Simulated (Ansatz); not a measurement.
The system is Mn3Si.

```xyz
4
Lattice="0.0000 2.8610 2.8610 2.8610 0.0000 2.8610 2.8610 2.8610 0.0000" Properties=species:S:1:pos:R:3 pbc="T T T"
Mn    4.2915    4.2915    4.2915
Mn    1.4305    1.4305    1.4305
Mn    2.8610    2.8610    2.8610
Si    0.0000    0.0000    0.0000
```

Base run:

| Item | Value |
| --- | --- |
| Program | Ansatz 0.2.0 |
| Functional | PBEsol |
| Potentials or basis | all-electron PAW datasets made for the crystal |
| Cutoff | 320 eV |
| Density cutoff | 1280 eV |
| k mesh | 8 × 8 × 8 |
| Occupations | fermi-dirac, width 0.05 eV |
| Spin | collinear spin, ferromagnetic start |
| Starting moments | [4.0, 4.0, 4.0, 0.0] μB |

Its results: pressure -15.9 GPa; net moment 1.01 μB per cell; site moments Mn -0.82, +2.56; Si +0.04 μB.

Problem. The run is repeated on the same cell with these changes: functional from PBEsol to LDA; potentials or basis from all-electron PAW datasets made for the crystal to all-electron LAPW, scalar-relativistic; cutoff from 320 eV to 282 eV; density cutoff from 1280 eV to 1129 eV. What comes out?

Solution. Pressure -23.3 GPa; net moment 1.04 μB per cell; site moments Mn -0.73, +2.44; Si +0.03 μB.

Not every run made on this cell is shown here.
